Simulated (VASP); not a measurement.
Input of a VASP 6.6.1 run:

The input INCAR:

```
SYSTEM = W
  ALGO = Fast
  EDIFF = 1E-7
  ENCUT = 520
  GGA = PE
  ISIF = 2
  ISMEAR = 0
  LASPH = .TRUE.
  LCHARG = .FALSE.
  LREAL = .FALSE.
  LWAVE = .FALSE.
  NELM = 80
  PREC = Accurate
  SIGMA = 0.1
```

File KPOINTS:

```
k-points
0
G
  18 18 18
  0 0 0
```

POSCAR

```
W                                       
1.0
   -1.6320090332      1.6320090332      1.6320090332
    1.6320090332     -1.6320090332      1.6320090332
    1.6320090332      1.6320090332     -1.6320090332
  W             
     1
Direct
     0.0000000000000000    0.0000000000000000    0.0000000000000000
```

Potentials or basis: VASP PAW PBE potentials, release 64 (W).

The run is started by

```console
$ cat potpaw_PBE.64/W/POTCAR > POTCAR
$ mpirun -np 1 vasp_std > vasp.out
```

Task: What does it give for the pressure?

Result: -22.5 GPa.

Task: What does it give for the band gap on the k mesh?

Result: None (metal or under the smearing width).

Caveat: so large a pressure means that the cell lies far from this level's equilibrium, or that cutoff or potentials fall short. Spin-orbit coupling is left out, which matters for the levels of W.
